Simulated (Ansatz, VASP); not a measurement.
CdS (Hawleyite): VASP beside Ansatz

INCAR

```
PREC = Accurate
ENCUT = 520
EDIFF = 1E-6
ISMEAR = 0
SIGMA = 0.019000000000000003
LREAL = F
LASPH = T
NELM = 80
ALGO = Normal
ISIF = 2
LWAVE = F
LCHARG = F
GGA = PE
NBANDS = 16
```

The input KPOINTS:

```
Automatic mesh
0
Gamma
  8 8 8
```

The input POSCAR:

```
CdS
1.0
    0.0000000000      2.9165000000      2.9165000000
    2.9165000000      0.0000000000      2.9165000000
    2.9165000000      2.9165000000      0.0000000000
Cd S
1 1
Direct
    0.0000000000      0.0000000000      0.0000000000
    0.7500000000      0.7500000000      0.7500000000
```

Contents of input.yaml:

```yaml
crystal:
  lattice:
    - [0.0, 2.9165, 2.9165]
    - [2.9165, 0.0, 2.9165]
    - [2.9165, 2.9165, 0.0]
  atoms:
    - { symbol: Cd, position: [0.0, 0.0, 0.0] }
    - { symbol: S, position: [0.75, 0.75, 0.75] }
hamiltonian:
  xc: pbe
  pseudopotentials: { kind: paw }
kpoints:
  mp_grid: { grid: [8, 8, 8] }
scf:
  occupations: { method: gaussian, width: 0.019 }
output:
  forces: true
  stress: true
  eigenvalues: true
```

Alike in both runs: task single point; functional PBE; k mesh 8 × 8 × 8; occupations gaussian, width 0.019 eV; no spin polarisation.

|  | VASP | Ansatz |
| --- | --- | --- |
| version | VASP 6.6.1 | Ansatz 0.2.0 |
| potentials or method | VASP PAW PBE potentials, release 64 (Cd, S) | Ansatz PAW |
| plane-wave cutoff (eV) | 520 | 420 |
| valence electrons in the cell | 18 | 26 |

Ansatz gave:

```
gap on the k mesh at the Fermi level (eV) : 1.15
least direct gap on the mesh (eV)         : 1.15
pressure (GPa)                            : 2.8
```

**Question.** What did VASP give for the same quantities?

**Answer.** gap on the k mesh at the Fermi level (eV): 1.15; least direct gap on the mesh (eV): 1.15; pressure (GPa): 3.2.

The two sets of potentials don't hold the same shells in valence.
